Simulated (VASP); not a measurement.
# W (Im-3m) in VASP: further runs

One crystal, W, is run at these levels: r2SCAN+D3(BJ), r2SCAN+D4; tasks: relaxation of cell and atoms.

Everything below comes from runs of VASP 6.6.1. Logs are shortened: lines on timing, memory, paths and dates and some standing lists are left out, and cuts for length are marked.

## Step 1: Starting point

It takes space group Im-3m (No. 229, cubic). The conventional cell has a = 3.165 Å, b = 3.165 Å, c = 3.165 Å, α = 90.00°, β = 90.00°, γ = 90.00°. W (site symmetry m-3m) has 8 W at 2.74 Å as nearest neighbours.

## Step 2: Relaxation of cell and atoms, r2SCAN+D3(BJ)

The input, INCAR:

```
SYSTEM = W
PREC = Accurate ; ENCUT = 600
EDIFF = 1E-6 ; ISMEAR = -1
SIGMA = 0.05 ; LREAL = .False.
LASPH = .True. ; NELM = 60
ALGO = Normal ; ISIF = 3
LWAVE = .False. ; LCHARG = .False.
METAGGA = R2SCAN ; LMIXTAU = .True.
IVDW = 12 ; VDW_S6 = 1.0
VDW_S8 = 0.78981345 ; VDW_A1 = 0.49484001
VDW_A2 = 5.73083694 ; IBRION = 2
NSW = 40 ; EDIFFG = -0.005
```

The input, KPOINTS:

```
Automatic mesh
0
Gamma
  12 12 12
  0 0 0
```

The input, POSCAR:

```
W
1.0
   -1.5823450000      1.5823450000      1.5823450000
    1.5823450000     -1.5823450000      1.5823450000
    1.5823450000      1.5823450000     -1.5823450000
W
1
Direct
    0.0000000000      0.0000000000      0.0000000000
```

Potentials or basis: VASP PAW PBE potentials, release 64 (W_sv).

The run is started by

```
cat potpaw_PBE.64/W_sv/POTCAR > POTCAR
mpirun -np 1 vasp_std > vasp.out
```

OUTCAR:

```text
SYSTEM = W
   PREC = Accurate
   ENCUT = 600
   EDIFF = 1E-6
   ISMEAR = -1
   LREAL = .False.
   LASPH = .True.
   NELM = 60
   ISIF = 3
   METAGGA = R2SCAN
   IVDW = 12
   IBRION = 2
   NSW = 40
   EDIFFG = -0.005
 IVDW          = 12

 ion  position               nearest neighbor table
   1  0.000  0.000  0.000-

  LATTYP: Found a body centered cubic cell.
 ALAT       =     3.1646900000

  Lattice vectors:

 A1 = (  -1.5823450000,   1.5823450000,   1.5823450000)
 A2 = (   1.5823450000,  -1.5823450000,   1.5823450000)
 A3 = (   1.5823450000,   1.5823450000,  -1.5823450000)

Analysis of symmetry for initial positions (statically):
=====================================================================
 Subroutine PRICEL returns:
 Original cell was already a primitive cell.

 Routine SETGRP: Setting up the symmetry group for a
 body centered cubic supercell.

 Subroutine GETGRP returns: Found 48 space group operations
 (whereof 48 operations were pure point group operations)
 out of a pool of 48 trial point group operations.

The static configuration has the point symmetry O_h .

Analysis of symmetry for dynamics (positions and initial velocities):
=====================================================================
 Subroutine PRICEL returns:
 Original cell was already a primitive cell.

 Routine SETGRP: Setting up the symmetry group for a
 body centered cubic supercell.

 Subroutine GETGRP returns: Found 48 space group operations
 (whereof 48 operations were pure point group operations)
 out of a pool of 48 trial point group operations.

The dynamic configuration has the point symmetry O_h .

 Subroutine INISYM returns: Found 48 space group operations
 (whereof 48 operations are pure point group operations),
 and found     1 'primitive' translations

----------------------------------------------------------------------------------------

                                     Primitive cell

  volume of cell :      15.8476

  direct lattice vectors                    reciprocal lattice vectors
    -1.582345000  1.582345000  1.582345000     0.000000000  0.315986716  0.315986716
     1.582345000 -1.582345000  1.582345000     0.315986716  0.000000000  0.315986716
     1.582345000  1.582345000 -1.582345000     0.315986716  0.315986716  0.000000000

  length of vectors
     2.740701935  2.740701935  2.740701935     0.446872699  0.446872699  0.446872699

  position of ions in fractional coordinates (direct lattice)
     0.000000000  0.000000000  0.000000000

  ion indices of the primitive-cell ions
   primitive index   ion index
                 1           1

----------------------------------------------------------------------------------------

 KPOINTS: Automatic mesh

Automatic generation of k-mesh.
 Grid dimensions read from file:
 generate k-points for:   12   12   12

 Generating k-lattice:

  Cartesian coordinates                     Fractional coordinates (reciprocal lattice)
     0.000000000  0.026332226  0.026332226     0.083333333  0.000000000  0.000000000
     0.026332226  0.000000000  0.026332226     0.000000000  0.083333333  0.000000000
     0.026332226  0.026332226  0.000000000     0.000000000  0.000000000  0.083333333

  Length of vectors
     0.037239392  0.037239392  0.037239392

  Shift w.r.t. Gamma in fractional coordinates (k-lattice)
     0.000000000  0.000000000  0.000000000

 Subroutine IBZKPT returns following result:
 ===========================================

 Found     72 irreducible k-points:

 Following reciprocal coordinates:
            Coordinates               Weight
  0.000000  0.000000  0.000000      1.000000
  0.083333  0.000000  0.000000     12.000000
  0.166667  0.000000  0.000000     12.000000
  0.250000  0.000000  0.000000     12.000000
  0.333333  0.000000  0.000000     12.000000
  0.416667  0.000000  0.000000     12.000000
[... 16 lines left out ...]
  0.333333  0.083333  0.083333     24.000000
  0.416667  0.083333  0.083333     12.000000
 [... further k-points ...]
   k-points           NKPTS =     72   k-points in BZ     NKDIM =     72   number of bands    NBANDS=     11
   number of dos      NEDOS =    301   number of ions     NIONS =      1
   total plane-waves  NPLWV =  13824
   dimension x,y,z NGX =    24 NGY =   24 NGZ =   24
   dimension x,y,z NGXF=    48 NGYF=   48 NGZF=   48
   ions per type =               1
   NGX,Y,Z   is equivalent  to a cutoff of  14.56, 14.56, 14.56 a.u.
   NGXF,Y,Z  is equivalent  to a cutoff of  29.12, 29.12, 29.12 a.u.
 SYSTEM =  W
   PREC   = accura    normal or accurate (medium, high low for compatibility)
   ISTART =      0    job   : 0-new  1-cont  2-samecut
   ICHARG =      2    charge: 1-file 2-atom 10-const
   ISPIN  =      1    spin polarized calculation?
   LNONCOLLINEAR =      F non collinear calculations
   LSORBIT =      F    spin-orbit coupling
   LASPH  =      T    aspherical Exc in radial PAW
   ENCUT  =  600.0 eV  44.10 Ry    6.64 a.u.   5.47  5.47  5.47*2*pi/ulx,y,z
   NELM   =     60;   NELMIN=  2; NELMDL= -5     # of ELM steps
   EDIFF  = 0.1E-05   stopping-criterion for ELM
   LREAL  =      F    real-space projection
   EDIFFG = -.5E-02   stopping-criterion for IOM
   NSW    =     40    number of steps for IOM
   IBRION =      2    ionic relax: 0-MD 1-quasi-New 2-CG
   NFREE  =      1    steps in history (QN), initial steepest desc. (CG)
   ISIF   =      3    stress and relaxation
   ISYM   =      2    0-nonsym 1-usesym 2-fastsym
   POTIM  = 0.5000    time-step for ionic-motion
   TEBEG  =    0.0;   TEEND  =   0.0 temperature during run
   PSTRESS=    0.0 pullay stress
   NELECT =      14.0000    total number of electrons
   NUPDOWN=      -1.0000    fix difference up-down
   EMIN   =  10.00;   EMAX   =-10.00  energy-range for DOS
   EFERMI =   0.00;   METHOD = LEGACY
   ISMEAR =    -1;   SIGMA  =   0.05  broadening in eV -4-tet -1-fermi 0-gaus
   EFERMI_NEDOS =   21; number of points for ismear=-14 and -15
   IALGO  =     38    algorithm
   IMIX   =      4    mixing-type and parameters
     AMIX     =   0.40;   BMIX     =  1.00
     AMIX_MAG =   1.60;   BMIX_MAG =  1.00
  volume/ion in A,a.u.               =      15.85       106.94
  Fermi-wavevector in a.u.,A,eV,Ry     =   1.570832  2.968442 33.572544  2.467512
  Thomas-Fermi vector in A             =   2.672506
   LORBIT       =      0    0 simple, 1 ext, 2 COOP (PROOUT), +10 PAW based schemes
   METAGGA = R2SCAN    functional components
   LHFCALC =     F    Hartree Fock is set to
   AEXX    =    0.0000 exact exchange contribution
   IVDW    =    12    specifies the selected vdW correction
   LEPSILON=     F    determine dielectric tensor
   LRPA    =     F    only Hartree local field effects (RPA)
 conjugate gradient relaxation of ions
 non-spin polarized calculation
  energy-cutoff  :      600.00
  volume of cell :       15.85
 maximum number of plane-waves:       543
 NGX is ok and might be reduce to    24
   NGX = 11   NGY = 11   NGZ = 11

--------------------------------------- Ionic step        1  -------------------------------------------

 number of electron      14.0000002 magnetization

 Free energy of the ion-electron system (eV)
  ---------------------------------------------------
  ext. energy  EPLUGINS =         0.00000000
  ---------------------------------------------------
  free energy    TOTEN  =       -51.35638388 eV

  energy without entropy =      -51.35292777  energy(sigma->0) =      -51.35465583

------------------------ aborting loop because EDIFF is reached ----------------------------------------

 Edisp (eV)   -0.32636

 E8    (eV) :    -0.1361

  FORCE on cell =-STRESS in cart. coord.  units (eV):
  Direction    XX          YY          ZZ          XY          YZ          ZX
  --------------------------------------------------------------------------------------
  -------------------------------------------------------------------------------------
  Total      -0.05366    -0.05366    -0.05366     0.00000     0.00000    -0.00000
  in kB      -5.42526    -5.42526    -5.42526     0.00000     0.00000    -0.00000
  external pressure =       -5.43 kB  Pullay stress =        0.00 kB
[... 59 lines left out ...]
  energy  without entropy=      -51.6785211184  energy(sigma->0) =      -51.68034155

--------------------------------------- Ionic step        3  -------------------------------------------

 number of electron      14.0000001 magnetization

 Free energy of the ion-electron system (eV)
  ---------------------------------------------------
  ext. energy  EPLUGINS =         0.00000000
  ---------------------------------------------------
  free energy    TOTEN  =       -51.35590087 eV

  energy without entropy =      -51.35240877  energy(sigma->0) =      -51.35415482

 E-fermi :  11.1826     XC(G=0): -14.9735

 val. band max:       11.0815424361   @ k =   0.0833   0.0833   0.0000
 cond. band min:      11.1895775480   @ k =  -0.2500   0.3333   0.1667
 fundamental gap:      0.1080351118
 Fermi energy:        11.1825551873

 k-point     1 :       0.0000    0.0000    0.0000
  band No.  band energies     occupation
      1     -64.8074      2.00000
      2     -27.6625      2.00000
      3     -27.6625      2.00000
      4     -27.6625      2.00000
      5       1.1772      2.00000
      6      10.0265      2.00000
      7      10.0265      2.00000
      8      10.0265      2.00000
      9      13.8801      0.00000
     10      13.8801      0.00000
     11      26.5793      0.00000
[... 309 lines left out ...]
 k-point    24 :       0.4167    0.0833    0.0833
  band No.  band energies     occupation
      1     -64.6521      2.00000
      2     -28.9517      2.00000
      3     -28.1720      2.00000
      4     -27.7631      2.00000
      5       5.4269      2.00000
      6       7.5003      2.00000
      7      10.8779      1.99550
      8      13.9812      0.00000
      9      14.8156      0.00000
     10      18.9831      0.00000
     11      21.8618      0.00000

 [... further k-points ...]

------------------------ aborting loop because EDIFF is reached ----------------------------------------

 Edisp (eV)   -0.32688

 E8    (eV) :    -0.1363

  FORCE on cell =-STRESS in cart. coord.  units (eV):
  Direction    XX          YY          ZZ          XY          YZ          ZX
  --------------------------------------------------------------------------------------
  -------------------------------------------------------------------------------------
  Total      -0.00062    -0.00062    -0.00062     0.00000     0.00000    -0.00000
  in kB      -0.06272    -0.06272    -0.06272     0.00000     0.00000    -0.00000
  external pressure =       -0.06 kB  Pullay stress =        0.00 kB
[... 16 lines left out ...]
  FREE ENERGIE OF THE ION-ELECTRON SYSTEM (eV)
  ---------------------------------------------------
  free  energy   TOTEN  =       -51.6827839235 eV

  energy  without entropy=      -51.6792918185  energy(sigma->0) =      -51.68103787

 reached required accuracy - stopping structural energy minimisation
```

Run time: 73 s. Hardware: 1 thread of Intel Xeon 6975P-C (Granite Rapids), shared host; peak memory 0.17 GiB.

What came out:

- Free energy: -51.6828 eV
- Relaxed volume: 15.82 Å³/atom
- Relaxed cell: a = 2.739 Å, b = 2.739 Å, c = 2.739 Å, α = 109.47°, β = 109.47°, γ = 109.47°
- Space group after relaxing (to 0.05 Å): Im-3m (No. 229)
- Energy gained by relaxing: 0.0 meV/atom
- Ionic steps: 3
- Pressure after relaxing: 0.0 GPa
- Band gap on the k mesh: none (metal or under the smearing width)
- Dispersion energy per atom: -0.327 eV

Final structure:
```cif
data_structure
_symmetry_space_group_name_H-M 'P 1'
_symmetry_Int_Tables_number 1
_cell_length_a 2.7392
_cell_length_b 2.7392
_cell_length_c 2.7392
_cell_angle_alpha 109.471
_cell_angle_beta 109.471
_cell_angle_gamma 109.471
_cell_volume 15.82
loop_
_atom_site_label
_atom_site_type_symbol
_atom_site_fract_x
_atom_site_fract_y
_atom_site_fract_z
_atom_site_occupancy
W1 W 0.00000 0.00000 0.00000 1
```

Levels at points of the mesh, in eV from the Fermi level:
| k point | band 3 | band 4 | band 5 | band 6 | band 7 | band 8 | band 9 | band 10 | band 11 |
| --- | --- | --- | --- | --- | --- | --- | --- | --- | --- |
| (0.00, 0.00, 0.00) | -38.85 | -38.85 | -10.01 | -1.16 | -1.16 | -1.16 | 2.70 | 2.70 | 15.40 |
| (0.50, 0.00, 0.00) | -39.29 | -38.85 | -6.44 | -3.63 | 0.67 | 2.54 | 3.59 | 6.48 | 11.82 |
| (0.50, 0.50, 0.50) | -39.81 | -39.81 | -5.90 | -5.90 | 5.48 | 5.48 | 5.48 | 8.69 | 8.69 |

Caveat: the PAW data sets were made with another functional, which shifts forces and pressure a little; pairwise dispersion overbinds metals, which lowers pressure and volume.

## Step 3: Relaxation of cell and atoms, r2SCAN+D4

The input, INCAR:

```
SYSTEM = W
PREC = Accurate ; ENCUT = 600
EDIFF = 1E-6 ; ISMEAR = -1
SIGMA = 0.05 ; LREAL = .False.
LASPH = .True. ; NELM = 60
ALGO = Normal ; ISIF = 3
LWAVE = .False. ; LCHARG = .False.
METAGGA = R2SCAN ; LMIXTAU = .True.
IVDW = 13 ; VDW_S6 = 1.0
VDW_S8 = 0.6018749 ; VDW_A1 = 0.51559235
VDW_A2 = 5.77342911 ; IBRION = 2
NSW = 40 ; EDIFFG = -0.005
```

KPOINTS is that of step 2.

POSCAR is that of step 2.

Potentials or basis: VASP PAW PBE potentials, release 64 (W_sv).

The run is started by

```
cat potpaw_PBE.64/W_sv/POTCAR > POTCAR
mpirun -np 1 vasp_std > vasp.out
```

It took 62 s on 1 thread of Intel Xeon 6975P-C (Granite Rapids), shared host; peak memory 0.16 GiB.

Results (log left out):

| Quantity | Value |
| --- | --- |
| Free energy | -51.5757 eV |
| Relaxed volume | 15.89 Å³/atom |
| Relaxed cell | a = 2.743 Å, b = 2.743 Å, c = 2.743 Å, α = 109.47°, β = 109.47°, γ = 109.47° |
| Space group after relaxing (to 0.05 Å) | Im-3m (No. 229) |
| Energy gained by relaxing | 0.1 meV/atom |
| Ionic steps | 3 |
| Pressure after relaxing | 0.0 GPa |
| Band gap on the k mesh | none (metal or under the smearing width) |
| Dispersion energy per atom | -0.219 eV |

Step by step:
```csv
step,energy change (eV),largest force (eV/Å),pressure (GPa),volume (Å³)
1,0.0000,0.0000,0.92,15.85
2,0.0016,0.0000,-3.31,16.06
3,-0.0001,0.0000,-0.01,15.89
```

Final structure:
```cif
data_structure
_symmetry_space_group_name_H-M 'P 1'
_symmetry_Int_Tables_number 1
_cell_length_a 2.7433
_cell_length_b 2.7433
_cell_length_c 2.7433
_cell_angle_alpha 109.471
_cell_angle_beta 109.471
_cell_angle_gamma 109.471
_cell_volume 15.89
loop_
_atom_site_label
_atom_site_type_symbol
_atom_site_fract_x
_atom_site_fract_y
_atom_site_fract_z
_atom_site_occupancy
W1 W 0.00000 0.00000 0.00000 1
```

Levels at points of the mesh, in eV from the Fermi level:
| k point | band 4 | band 5 | band 6 | band 7 | band 8 | band 9 | band 10 | band 11 |
| --- | --- | --- | --- | --- | --- | --- | --- | --- |
| (0.00, 0.00, 0.00) | -38.86 | -9.98 | -1.15 | -1.15 | -1.15 | 2.69 | 2.69 | 15.39 |
| (0.50, 0.00, 0.00) | -38.87 | -6.41 | -3.61 | 0.65 | 2.52 | 3.57 | 6.44 | 11.75 |
| (0.50, 0.50, 0.50) | -39.81 | -5.86 | -5.86 | 5.45 | 5.45 | 5.45 | 8.66 | 8.66 |

Caveat: the PAW data sets were made with another functional, which shifts forces and pressure a little; pairwise dispersion overbinds metals, which lowers pressure and volume. The run has no spin-orbit coupling, so splittings on W are missing.
